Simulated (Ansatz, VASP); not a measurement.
# HfO2 in two plane-wave programs

Aim: how closely do two programs agree when they are given the same cell, functional and k mesh? The structure shown is the end of the Ansatz relaxation below.

Method: plane waves, with VASP 6.6.1 beside it; single point at PBEsol, in Ansatz 0.2.0.

## Step 1: Set-up

The structure is cubic, space group Fm-3m (No. 225). Conventional cell: a = 5.044 Å, b = 5.044 Å, c = 5.044 Å, α = 90.00°, β = 90.00°, γ = 90.00°. Nearest to Hf lie 8 O at 2.18 Å. Nearest to O lie 4 Hf at 2.18 Å. Farther neighbours and most contacts between anions are not listed.

## Step 2: Ansatz: relaxation, PBEsol

Ansatz runs on its PAW soft_1 files.

This run makes the geometry at which the two programs are then compared.

Contents of input.yaml:

```yaml
crystal:
  lattice:
    - [3.566811, 0.0, 0.0]
    - [0.0, 3.566811, 0.0]
    - [0.0, 0.0, 5.044232]
  atoms:
    - { symbol: Hf, position: [0.0, 0.0, 0.0] }
    - { symbol: Hf, position: [0.5, 0.5, 0.5] }
    - { symbol: O, position: [0.5, 0.0, 0.25] }
    - { symbol: O, position: [0.5, 0.0, 0.75] }
    - { symbol: O, position: [0.0, 0.5, 0.75] }
    - { symbol: O, position: [0.0, 0.5, 0.25] }
kpoints:
  mp_grid: { grid: [8, 8, 6] }
scf:
  occupations: { method: fermi_dirac, width: 0.02 }
hamiltonian:
  xc: pbesol
  pseudopotentials: { kind: paw, azcp: { folder: soft_1 }, xc_functional: pbe }
basis:
  ecutwfc: 600
output:
  forces: true
  stress: true
relax:
  f_tol: 0.005
  max_steps: 70
  cell: { stress_tol: 0.02, p_target: 0, fix: [c, alpha, beta, gamma] }
```

Command:

```console
$ ansatz run input.yaml --threads 4 --pin off --max-ram 10240MiB --backend cpu --events-out ev --progress --plain --runs-dir out
```

Numbers of over 12 decimals in the logs are rounded to 6 here.

What it wrote:

```text
Engine: ansatz 0.2.0, x86_64-unknown-linux-gnu
Pseudopotentials: kind: paw
Pseudopotential: Hf, paw, valence charge 26, recommended cutoff 420 eV (normal), soft_1/Hf.paw.azcp
Pseudopotential: O, paw, valence charge 6, recommended cutoff 420 eV (normal), soft_1/O.paw.azcp
Functional definition: PBEsol
  exchange = pbesol_x
  correlation = pbesol_c
Crystal: 6 atoms, lattice volume = 64.173 Å³
Basis set: ecut = 600 eV, 2157 PW (Γ), exchange–correlation on 60×60×90 points (8 copies of the dense FFT grid, shifted against one another)
Bands: 46, of which v1, the nominal top of the filled ones, is band 38 counted from 1 (37 counted from 0)
Symmetry: 32 space group operations
Space group: Fm-3m (ITA 225), of the structure as read, at distance tolerance 4.0e-5 Å
k-points: 60 of 384
Non-local potential: Hf, projectors of the file, l = 0: 3, l = 1: 2, l = 2: 2, l = 3: 3
Non-local potential: O, projectors of the file, l = 0: 2, l = 1: 2, l = 2: 1
PAW form: soft (Blöchl's): semilocal exchange-correlation on the pseudo side does not see the compensation charge
PAW frozen core: Hf, regenerated for the run's functional, and the local potential with it (the file was generated under x = pbe(κ = 0.804, μ = 0.219515), c = pbe(β = 0.066725))
PAW frozen core: O, regenerated for the run's functional, and the local potential with it (the file was generated under x = pbe(κ = 0.804, μ = 0.219515), c = pbe(β = 0.066725))
PAW one-centre angular grid: Hf, 590 points (default); XC on 64 Gauss nodes
PAW one-centre angular grid: O, 110 points (default); XC on 64 Gauss nodes
Initial density: superposition of atomic densities (chi_scale 0.1, normalization cell, long waves kept (reshape's long-wave potential 0.00 eV rms))
Initial wavefunctions: pseudopotential atomic-orbital guess
Functional: x = pbesol(κ = 0.804, μ = 0.123457), c = pbesol(β = 0.046)
SCF iter   1: F=—  HF=-33452.890182 eV  |F-HF|=—  |Δ(HF+E_count)|=         —  Δρ=9.04e-2  dr2=3.84e0  ethr=3.10e-3  ⟨swp⟩=5.7  Hψ=8634  notcnv=0
preconditioner: auto → Resta (q_TF=auto, 2.806 Å⁻¹)  ε∞=5.2  [insulator: Δε(μ)=3.043 eV  Ē_g=19.248 eV  σ=0.020 eV  W_gap=1.00  n_scr=28 (ndim 8)  ℏωp=39.3 eV  f_vac=0.000  D(μ)=0.00/eV (n_scr^D=0)  ε∞_Penn≈5.2]
SCF iter   2: F=—  HF=-33452.035560 eV  |F-HF|=—  |Δ(HF+E_count)|=   8.55e-1  Δρ=4.23e-2  dr2=9.78e-1  ethr=3.10e-3  ⟨swp⟩=2.3  Hψ=5647  notcnv=0  defer=230
SCF iter   3: F=—  HF=-33451.789502 eV  |F-HF|=—  |Δ(HF+E_count)|=   2.46e-1  Δρ=2.14e-2  dr2=2.67e-1  ethr=1.29e-3  ⟨swp⟩=2.0  Hψ=4430  notcnv=0  defer=230
SCF iter   4: F=—  HF=-33451.710415 eV  |F-HF|=—  |Δ(HF+E_count)|=   7.91e-2  Δρ=8.48e-3  dr2=3.25e-2  ethr=3.52e-4  ⟨swp⟩=2.7  Hψ=5139  notcnv=0  defer=230
SCF iter   5: F=—  HF=-33451.726570 eV  |F-HF|=—  |Δ(HF+E_count)|=   1.62e-2  Δρ=4.03e-3  dr2=1.18e-2  ethr=4.28e-5  ⟨swp⟩=2.0  Hψ=4489  notcnv=0  defer=230
SCF iter   6: F=—  HF=-33451.721807 eV  |F-HF|=—  |Δ(HF+E_count)|=   4.76e-3  Δρ=1.14e-3  dr2=6.12e-4  ethr=1.55e-5  ⟨swp⟩=2.0  Hψ=5060  notcnv=0  defer=230
SCF iter   7: F=—  HF=-33451.722766 eV  |F-HF|=—  |Δ(HF+E_count)|=   9.60e-4  Δρ=6.66e-4  dr2=1.91e-4  ethr=8.05e-7  ⟨swp⟩=2.0  Hψ=4825  notcnv=0  defer=230
SCF iter   8: F=—  HF=-33451.722796 eV  |F-HF|=—  |Δ(HF+E_count)|=   2.99e-5  Δρ=7.35e-5  dr2=2.24e-6  ethr=2.51e-7  ⟨swp⟩=2.0  Hψ=4797  notcnv=0  defer=230
SCF iter   9: F=—  HF=-33451.722842 eV  |F-HF|=—  |Δ(HF+E_count)|=   4.62e-5  Δρ=7.97e-6  dr2=2.38e-8  ethr=1.32e-10  ⟨swp⟩=3.6  Hψ=12726  notcnv=0
SCF iter  10: F=-33451.722842 eV  HF=-33451.722842 eV  |F-HF|=8.22e-10  |Δ(HF+E_count)|=   6.67e-8  Δρ=8.34e-7  dr2=2.01e-10  ethr=3.13e-11  ⟨swp⟩=2.3  Hψ=9718  notcnv=0
SCF 1 converged in 10 iterations: F = -33451.722842 eV  dr2 = 2.01e-10
  greatest PAW one-centre occupation: 0.999 electrons in one spin orbital (limit 2), on the Hf atom at site 1 (counted from 0), in its partial waves of l = 3
relax step   1: F+E_penalty+E_count = -33451.72284248 eV  Δ(F+E_penalty+E_count) = +0.000e0 eV  max|allowed force component| = 3.469e-18 eV/Å  Δτ_max = 0.0000 Å  P = +0.000 GPa  Ω = 64.173 Å³  fix = [c, alpha, beta, gamma]  reactions: c +0.000 GPa  (10 SCF iters, dr2 threshold 1.00e-7 eV, accepted)
Initial density: handed on by an earlier stage of this run
Initial wavefunctions: pseudopotential atomic-orbital guess (no wavefunctions were taken with the density)
iter 1 solved again at ethr=1.97e-8 eV; its pass at ethr=3.10e-3 eV (dr2=1.50e-5 eV) is discarded
SCF iter   1: F=—  HF=-33451.722805 eV  |F-HF|=—  |Δ(HF+E_count)|=         —  Δρ=1.18e-6  dr2=2.95e-10  ethr=1.97e-8  ⟨swp⟩=3.6  Hψ=17188  notcnv=0
eigensolver tolerance schedule: the retry pair's looser diagonalisation over-reported the residual by 50841.94 of it (diagonalisation noise at 0.48 of the residual, at the tolerance the schedule requests for it); recorded, not acted on — ethr = c·dr2/N_el stays at c = 1.0e-1
preconditioner: auto → Resta (q_TF=auto, 2.806 Å⁻¹)  ε∞=5.7  [insulator: Δε(μ)=3.689 eV  Ē_g=18.236 eV  σ=0.020 eV  W_gap=1.00  n_scr=28 (ndim 8)  ℏωp=39.3 eV  f_vac=0.063  D(μ)=0.00/eV (n_scr^D=0)  ε∞_Penn≈5.7]
SCF iter   2: F=—  HF=-33451.722842 eV  |F-HF|=—  |Δ(HF+E_count)|=   3.79e-5  Δρ=7.21e-7  dr2=1.72e-10  ethr=1.00e-12  ⟨swp⟩=3.1  Hψ=6906  notcnv=0
SCF iter   3: F=—  HF=-33451.722842 eV  |F-HF|=—  |Δ(HF+E_count)|=  2.11e-10  Δρ=3.99e-7  dr2=4.26e-11  ethr=1.00e-12  ⟨swp⟩=1.2  Hψ=2777  notcnv=0
SCF iter   4: F=-33451.722842 eV  HF=-33451.722842 eV  |F-HF|=7.28e-12  |Δ(HF+E_count)|=  1.89e-10  Δρ=1.76e-7  dr2=5.97e-12  ethr=1.00e-12  ⟨swp⟩=4.1  Hψ=12881  notcnv=0
SCF 2 converged in 4 iterations: F = -33451.722842 eV  dr2 = 5.97e-12
relax step   2: F+E_penalty+E_count = -33451.72284248 eV  Δ(F+E_penalty+E_count) = -1.382e-10 eV  max|allowed force component| = 4.337e-18 eV/Å  Δτ_max = 0.0000 Å  P = +0.000 GPa  Ω = 64.173 Å³  fix = [c, alpha, beta, gamma]  reactions: c +0.000 GPa  stress off target by 1.97e-5 GPa on what of the cell is left free  SCF on the basis re-selected at this cell (its energy is not comparable with the rows above)  (4 SCF iters)
basis re-selected at this cell: Δ(F+E_penalty+E_count) = -1.382e-10 eV, ΔP = -0.000 GPa vs the last step (what re-selecting the basis moved, of the pressure what is left beyond the Pulay correction that the steps carried, after the strain that the cell walked since its last selection, with what the two solves' SCF thresholds leave and, on support functions, any second-order correction that the steps lacked; it is no  [...]
SCF converged after 4 iterations
Free energy (F): -33451.722842 eV
Harris-Foulkes:  -33451.722842 eV  (|F-HF|=7.28e-12)
Internal energy: -33451.722842 eV  (E = F + TS)
E sigma→0 (E₀):  -33451.722842 eV
Fermi energy:    16.816751 eV
--- Per-component energies (eV) ---
  E_band       = 27.109150
  E_kinetic    = 1484.725128
  E_local      = -13871.192259  (includes V_loc(G=0)·N_el)
  E_nonlocal   = 353.994123
  E_hartree    = 6618.774404
  E_xc         = -811.952857
  E_vxc        = -872.410264  (∫ρ·V_xc dr)
  E_paw        = -15786.190079  (= ΣΔE_a)
  E_vpaw       = -305.557210  (= ΣTr[D̂ρ^β])
  E_aug_tail   = 0.000776  (compensation charges beyond the density's cutoff)
  E_ewald      = -11442.525342
  E_core_change = 2.643264  (= ΣΔE_core)
  E_smearing   = -0.000000  (= −TS)
  E_closure    = 0.000000  (closes the sum)
  Σ components = -33451.722842   (vs F -33451.722842, Δ=0.00e0)
--- Forces (eV/Å), atoms counted from 1 ---
  atom   1  Hf     0.00000000    -0.00000000    -0.00000000
  atom   2  Hf    -0.00000000    -0.00000000    -0.00000000
  atom   3  O     -0.00000000     0.00000000     0.00000000
  atom   4  O      0.00000000     0.00000000    -0.00000000
  atom   5  O     -0.00000000     0.00000000     0.00000000
  atom   6  O      0.00000000     0.00000000     0.00000000
  max |Σ_I F_I| component: 5.20e-18 eV/Å
--- Stress (GPa, compression-positive) ---
        0.000020       0.000000      -0.000000
        0.000000       0.000020       0.000000
       -0.000000       0.000000       0.000080
  P = ⅓ Tr σ = 0.0000 GPa (0.000 kbar)
--- Relaxed structure (1 steps of the walk, 1 accepted, 1 SCFs on fresh bases) ---
  F+E_penalty+E_count = -33451.72284248 eV   max|allowed force component| = 4.337e-18 eV/Å   (the final SCF, on the basis selected at the relaxed cell)
  cell:  # Å, volume = 64.1734 Å³
    - [3.566811, 0.0, 0.0]
    - [0.0, 3.566811, 0.0]
    - [0.0, 0.0, 5.044232]
  atoms:
    - { symbol: Hf, position: [0.0, 0.0, 0.0] }
    - { symbol: Hf, position: [0.500000, 0.500000, 0.5] }
    - { symbol: O, position: [0.500000, 0.0, 0.25] }
    - { symbol: O, position: [0.500000, 0.0, 0.750000] }
    - { symbol: O, position: [0.0, 0.500000, 0.750000] }
    - { symbol: O, position: [0.0, 0.500000, 0.25] }
```

## Step 3: VASP: single point, PBEsol, pair 1

The same cell, functional, mesh and smearing now go to VASP, with its own data sets.

Lines of VASP's logs that name or quote its potential files are left out, and so is its time.

Contents of INCAR:

```
SYSTEM = HfO2
PREC = Accurate
ENCUT = 600
EDIFF = 1E-06
NELM = 120
ISMEAR = -1
SIGMA = 0.02
LREAL = .FALSE.
ALGO = Normal
GGA = PS
NBANDS = 28
LASPH = .TRUE.
LORBIT = 11
LWAVE = .FALSE.
LCHARG = .FALSE.
ISIF = 2
GGA_COMPAT = .FALSE.
EFERMI = MIDGAP
KPAR = 2
```

Contents of POSCAR:

```
HfO2
1.0
    3.5668110000      0.0000000000      0.0000000000
    0.0000000000      3.5668110000      0.0000000000
    0.0000000000      0.0000000000      5.0442320000
Hf O
2 4
Direct
    0.0000000000      0.0000000000      0.0000000000
    0.5000000000      0.5000000000      0.5000000000
    0.5000000000      0.0000000000      0.2500000000
    0.5000000000      0.0000000000      0.7500000000
    0.0000000000      0.5000000000      0.7500000000
    0.0000000000      0.5000000000      0.2500000000
```

Contents of KPOINTS:

```
Automatic mesh
0
Gamma
8 8 6
0 0 0
```

Potentials, in the order of the species: Hf_pv and O (PBE family, release 64).

Command:

```console
$ mpirun -np 2 vasp_std
```

What it wrote:

```text
[banner, memory and clock lines left out]
running    2 mpi-ranks, on    1 nodes
 distrk:  each k-point on    1 cores,    2 groups
 distr:  one band on    1 cores,    1 groups

 POSCAR found type information on POSCAR HfO
 POSCAR found :  2 types and       6 ions
|                                                                             |
|               ----> ADVICE to this user running VASP <----                  |
|                                                                             |
|     You enforced a specific xc type in the INCAR file but a different       |
|     [... a line on the potential file left out ...]
|     I HOPE YOU KNOW WHAT YOU ARE DOING!                                     |
|                                                                             |

 LDA part: xc-table for (Slater+PW92), standard interpolation
 POSCAR, INCAR and KPOINTS ok, starting setup
 FFT: planning ... GRIDC
 FFT: planning ... GRID_SOFT
 FFT: planning ... GRID
 WAVECAR not read
 entering main loop
       N       E                     dE             d eps       ncg     rms          rms(c)
DAV:   1     0.272806530903E+03    0.27281E+03   -0.27612E+04  3360   0.176E+03
DAV:   2    -0.593644106763E+02   -0.33217E+03   -0.32301E+03  4356   0.406E+02
DAV:   3    -0.735846969234E+02   -0.14220E+02   -0.14168E+02  3944   0.765E+01
DAV:   4    -0.737334010740E+02   -0.14870E+00   -0.14861E+00  4356   0.849E+00
DAV:   5    -0.737345096095E+02   -0.11085E-02   -0.11084E-02  4108   0.716E-01    0.717E+01
DAV:   6    -0.635760666441E+02    0.10158E+02   -0.53214E+01  3780   0.393E+01    0.618E+01
DAV:   7    -0.633359819304E+02    0.24008E+00   -0.22069E+00  3984   0.103E+01    0.376E+01
DAV:   8    -0.632950674901E+02    0.40914E-01   -0.29228E-01  3968   0.426E+00    0.733E+00
DAV:   9    -0.632749134199E+02    0.20154E-01   -0.76274E-02  3776   0.194E+00    0.280E+00
DAV:  10    -0.632740066466E+02    0.90677E-03   -0.77938E-03  4168   0.562E-01    0.185E-01
DAV:  11    -0.632740217530E+02   -0.15106E-04   -0.51685E-04  4064   0.149E-01    0.175E-01
DAV:  12    -0.632740338924E+02   -0.12139E-04   -0.29392E-05  4240   0.333E-02    0.113E-01
DAV:  13    -0.632740346286E+02   -0.73612E-06   -0.27192E-06  3632   0.875E-03
   1 F= -.63274035E+02 E0= -.63274035E+02  d E =0.000000E+00
```

From OUTCAR (step 3):

```text
ion  position               nearest neighbor table
   1  0.000  0.000  0.000-   3 2.18   4 2.18   5 2.18   6 2.18   5 2.18   6 2.18   3 2.18   4 2.18
                             2 3.57   2 3.57   2 3.57   2 3.57   2 3.57   2 3.57   2 3.57   2 3.57
   2  0.500  0.500  0.500-   3 2.18   4 2.18   5 2.18   6 2.18   3 2.18   4 2.18   5 2.18   6 2.18
                             1 3.57   1 3.57   1 3.57   1 3.57   1 3.57   1 3.57   1 3.57   1 3.57
   3  0.500  0.000  0.250-   1 2.18   2 2.18   2 2.18   1 2.18
   4  0.500  0.000  0.750-   1 2.18   2 2.18   2 2.18   1 2.18
   5  0.000  0.500  0.750-   1 2.18   2 2.18   1 2.18   2 2.18
   6  0.000  0.500  0.250-   1 2.18   2 2.18   1 2.18   2 2.18

  LATTYP: Found a simple tetragonal cell.
 ALAT       =     3.5668110000
 C/A-ratio  =     1.4142134248

 Subroutine GETGRP returns: Found 16 space group operations
 (whereof 16 operations were pure point group operations)

The static configuration has the point symmetry D_4h.

 Found     60 irreducible k-points:

   k-points           NKPTS =     60   k-points in BZ     NKDIM =     60   number of bands    NBANDS=     28

   dimension x,y,z NGX =    28 NGY =   28 NGZ =   40
   dimension x,y,z NGXF=    56 NGYF=   56 NGZF=   80

   ENCUT  =  600.0 eV  44.10 Ry    6.64 a.u.   7.12  7.12 10.07*2*pi/ulx,y,z

   NELECT =      44.0000    total number of electrons

 k-points in reciprocal lattice and weights: Automatic mesh
   0.00000000  0.00000000  0.00000000       0.003
   0.12500000  0.00000000  0.00000000       0.010
   0.25000000  0.00000000  0.00000000       0.010
   0.37500000  0.00000000  0.00000000       0.010
   0.50000000  0.00000000  0.00000000       0.005
   0.12500000  0.12500000  0.00000000       0.010
   0.25000000  0.12500000  0.00000000       0.021
   0.37500000  0.12500000  0.00000000       0.021
   0.50000000  0.12500000  0.00000000       0.010
[...]
0.50000000  0.37500000  0.50000000       0.010
   0.50000000  0.50000000  0.50000000       0.003

 average (electrostatic) potential at core
       1 -36.9074       2 -36.9074       3 -69.4709       4 -69.4709       5 -69.4709
       6 -69.4709

 E-fermi :   6.1171

 k-point     1 :       0.0000    0.0000    0.0000
  band No.  band energies     occupation
    ...
     18       2.6893      2.00000
     19       3.6375      2.00000
     20       3.6375      2.00000
     21       3.6375      2.00000
     22       4.2613      2.00000
     23       7.9728      0.00000
     24       8.0769      0.00000
     25       8.0769      0.00000
     26       9.7732      0.00000
     27      10.0305      0.00000
    ...

 k-point     2 :       0.1250    0.0000    0.0000
  band No.  band energies     occupation
    ...
     18       2.7571      2.00000
     19       3.2050      2.00000
     20       3.3158      2.00000
     21       3.6578      2.00000
     22       4.1922      2.00000
     23       8.1988      0.00000
     24       8.2244      0.00000
     25       8.3529      0.00000
     26       9.7506      0.00000
     27      10.4687      0.00000
    ...

 k-point     3 :       0.2500    0.0000    0.0000
  band No.  band energies     occupation
    ...
     18       2.2897      2.00000
     19       2.6267      2.00000
     20       2.9250      2.00000
     21       3.6892      2.00000
     22       3.9125      2.00000
     23       8.4837      0.00000
     24       8.5327      0.00000
     25       8.8811      0.00000
     26       9.6986      0.00000
     27      11.2426      0.00000
    ...

  Total       -1.6003037     -1.6003037     -1.5995414      0.0000000      0.0000000     -0.0000000
  in kB      -39.9537682    -39.9537682    -39.9347363      0.0000000      0.0000000     -0.0000000
  external PRESSURE =     -39.9474243 kB  Pullay stress =       0.0000000 kB

  energy-cutoff  :      600.00
  volume of cell :       64.17
      direct lattice vectors                 reciprocal lattice vectors
     3.566811000  0.000000000  0.000000000     0.280362486  0.000000000  0.000000000
     0.000000000  3.566811000  0.000000000     0.000000000  0.280362486  0.000000000
     0.000000000  0.000000000  5.044232000     0.000000000  0.000000000  0.198246235

 POSITION                                       TOTAL-FORCE (eV/Angst)
 -----------------------------------------------------------------------------------
      0.00000      0.00000      0.00000        -0.000000      0.000000      0.000000
      1.78341      1.78341      2.52212        -0.000000      0.000000      0.000000
      1.78341      0.00000      1.26106        -0.000000     -0.000000     -0.000000
      1.78341      0.00000      3.78317         0.000000     -0.000000      0.000000
      0.00000      1.78341      3.78317         0.000000     -0.000000     -0.000000
      0.00000      1.78341      1.26106         0.000000     -0.000000      0.000000
 -----------------------------------------------------------------------------------
    total drift:                                0.000000      0.000000      0.000000

  FREE ENERGIE OF THE ION-ELECTRON SYSTEM (eV)
  ---------------------------------------------------
  free  energy   TOTEN  =       -63.2740346286 eV

  energy  without entropy=      -63.2740346286  energy(sigma->0) =      -63.27403463

 total charge
# of ion       s       p       d       tot
------------------------------------------
    1        0.299   6.601   1.404   8.305
    2        0.299   6.601   1.404   8.305
    3        1.553   3.542   0.000   5.095
    4        1.553   3.542   0.000   5.095
    5        1.553   3.542   0.000   5.095
    6        1.553   3.542   0.000   5.095
--------------------------------------------------
tot          6.811  27.372   2.808  36.991

[... 3 further parts left out ...]
```

The run ends at a pressure of -3.99 GPa.

## Step 4: Side by side

Known differences besides the potentials themselves: the data sets hold 76 valence electrons in Ansatz (on its PAW soft_1 files) and 44 in VASP; Ansatz makes its cores anew for this functional, VASP keeps those of its PBE data sets; Ansatz's pressure holds a Pulay correction, VASP's none. Total energies have different zeros and are not compared.

Compared:

```csv
quantity,Ansatz,VASP,difference
pressure (GPa),0.00,-3.99,+3.99
gap on the k mesh (eV),3.689,3.712,-0.023
```

A gap on the mesh is an upper bound, since the band edges may lie between its points; neither run holds spin-orbit coupling, which can move the band edges of a compound of Hf.

## Step 5: Ansatz: relaxation, PBEsol

This run makes the geometry at which the two programs are then compared. The cell compared in this pair holds 62.88 Å³, against 64.17 Å³ for the pair before.

The structure compared here is the end of the Ansatz relaxation.

Changes to input.yaml since step 2:

```diff
@@ -2,5 +2,5 @@
   lattice:
-    - [3.566811, 0.0, 0.0]
-    - [0.0, 3.566811, 0.0]
-    - [0.0, 0.0, 5.044232]
+    - [3.5935620825, 0.0, 0.0]
+    - [0.0, 3.5935620825, 0.0]
+    - [0.0, 0.0, 4.89290504]
   atoms:
@@ -24,2 +24,6 @@
   stress: true
+  write_density: true
+  write_potential: true
+  elf: true
+  volumetric_format: npy
 relax:
```

Command:

```console
$ ansatz run input.yaml --threads 4 --pin off --max-ram 10240MiB --backend cpu --events-out ev --progress --plain --runs-dir out
```

What it wrote:

```text
[...]
Crystal: 6 atoms, lattice volume = 63.185 Å³
Basis set: ecut = 600 eV, 2091 PW (Γ), exchange–correlation on 60×60×80 points (8 copies of the dense FFT grid, shifted against one another)
Bands: 46, of which v1, the nominal top of the filled ones, is band 38 counted from 1 (37 counted from 0)
Symmetry: 32 space group operations
[...]
k-points: 60 of 384
[...]
--- Relaxed structure (3 steps of the walk, 3 accepted, 1 SCFs on fresh bases) ---
[...]
cell:  # Å, volume = 62.8834 Å³
    - [3.584961, 0, 0.0]
    - [0, 3.584961, 0.0]
    - [0.0, 0.0, 4.89290504]
  atoms:
    - { symbol: Hf, position: [0, 0, 0] }
    - { symbol: Hf, position: [0.5, 0.5, 0.5] }
    - { symbol: O, position: [0.5, 0, 0.25] }
    - { symbol: O, position: [0.5, 0, 0.750000] }
    - { symbol: O, position: [0, 0.5, 0.750000] }
    - { symbol: O, position: [0, 0.5, 0.25] }
[key lines of the parts left out:]
SCF converged after 7 iterations
Free energy (F): -33451.621392 eV
Fermi energy:    17.329257 eV
P = ⅓ Tr σ = 5.6752 GPa (56.752 kbar)
```

(Continued in part 2 of 2.)

[Lines on the potential files, build, host, timing and source positions are cut from VASP's logs without a mark.]

[Logs are printed without paths, hosts, clocks, repeated set-up lines and the standing remarks that a program may print on its own settings, such as how far it seeks lower states.]

[Hosts, paths, dates, database ids (printed as entryN), source tags and the programs' standing remarks are cut or masked in the printed files.]
